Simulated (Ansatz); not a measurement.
# Li under changes of volume

One of the cells (21.344 Å³/atom); the others are scaled copies at fixed shape and fractional positions:

```xyz
2
Lattice="3.1110 0.0000 0.0000 -1.5555 2.6942 0.0000 0.0000 0.0000 5.0930" Properties=species:S:1:pos:R:3 pbc="T T T"
Li    1.5555    0.8981    3.8197
Li    0.0000    1.7961    1.2732
```

This isn't the form of Li at room conditions, which is bcc.

| Item | Value |
| --- | --- |
| Program | Ansatz 0.2.0 |
| Functional | PBE |
| Potentials or basis | all-electron LAPW, scalar-relativistic |
| Cutoff | 71 eV (chosen from the basis error) |
| Basis error allowed | 0.0005 eV/atom |
| k mesh | 10 × 10 × 5 |
| Occupations | fermi-dirac, width 0.05 eV |
| Spin | no spin polarisation |

```tsv
volume (Å³/atom)	energy over the lowest point (meV/atom)	pressure (GPa)
20.063	0.00	0.1
20.490	0.15	-0.2
20.917	1.03	-0.4
21.344	2.57	-0.7
21.771	4.72	-0.9
22.198	7.45	-1.1
22.625	?	?
```

Task: What does the run at 22.625 Å³/atom give?

Result: Energy over the lowest point 10.69 meV/atom; pressure -1.3 GPa.

Worked out: A Birch-Murnaghan fit of order 3 (a polynomial in V^(-2/3)) to the other rows has its minimum at 20.19 Å³/atom with B0 = V·E''(V) = 13.5 GPa (rough, since the energies scatter) at fixed shape and positions, which overstates the stiffness. It gives 10.70 meV/atom at 22.625 Å³/atom, against the run's 10.69, and -dE/dV = -1.3 GPa, against -1.3.

Energies are extrapolated to zero smearing.
